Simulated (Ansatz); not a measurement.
Take a crystal in which In has been replaced by Al on all its sites, with the cell rescaled by a rough guess (in some cases also distorted within its space group) and nothing relaxed:

```
Al
1.0
     2.98631    0.00000    0.00000
    -1.49315    2.58622    0.00000
     0.00000    0.00000    9.58761
Al
4
Direct
  0.00000 0.00000 0.00000
  0.33333 0.66667 0.25000
  0.00000 0.00000 0.50000
  0.66667 0.33333 0.75000
```

Computed with Ansatz, DFT PBE, scalar-relativistic, plane waves, PAW.

Plane waves to 420 eV, a k mesh through Γ of 18×18×6 on the computed 4-atom cell and Gaussian smearing (0.10 eV); no spin polarisation.

(1) What pressure does the cell carry?

(2) Is it a metal on this mesh?

## Answers

(1) The pressure is -6.6 GPa (positive in compression), so the cell would contract.

(2) Yes, a band crosses the Fermi level.

This form isn't the element's structure at ambient conditions.